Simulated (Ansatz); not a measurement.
# In in Ansatz: the effect of target pressure

Crystal: In.

```xyz
1
Lattice="-1.8825 1.8825 1.8825 1.8825 -1.8825 1.8825 1.8825 1.8825 -1.8825" Properties=species:S:1:pos:R:3 pbc="T T T"
In    0.0000    0.0000    0.0000
```

This isn't the form of In at room conditions, which is tetragonal.

Alike in all runs:

```yaml
Program: Ansatz 0.2.0
Task: relaxation of cell and atoms
Functional: PBEsol
Potentials_or_basis: Ansatz PAW
Cutoff: "420 eV (not typed: the program's choice for these potentials)"
k_mesh: 10 × 10 × 10
Occupations: fermi-dirac, width 0.05 eV
Spin: no spin polarisation
```

Each run relaxes the cell or the atoms first.

```tsv
target pressure	relaxed volume (Å³/atom)
0 GPa	25.76
2 GPa	24.68
5 GPa	23.52
10 GPa	22.09
20 GPa	20.22
30 GPa	?
```

Question: What does the run with target pressure 30 GPa give?

Answer: Relaxed volume 18.95 Å³/atom.

Worked out: In Murnaghan's law V^(-B') rises as a straight line in P. The other rows fit best with B' = 4.7, V0 = 25.73 Å³/atom and B0 = 45 GPa, which gives 19.00 Å³/atom at 30 GPa, against the run's 18.95.

Caveats: the plane-wave basis is chosen anew once the cell has moved, so the energies of steps on either side of that aren't comparable; the PAW data sets come from PBE, with cores solved anew for the run's functional, which leaves a small shift of forces and pressure; the volume moved by over 15 % at a fixed basis, so the end points are rough (some runs).
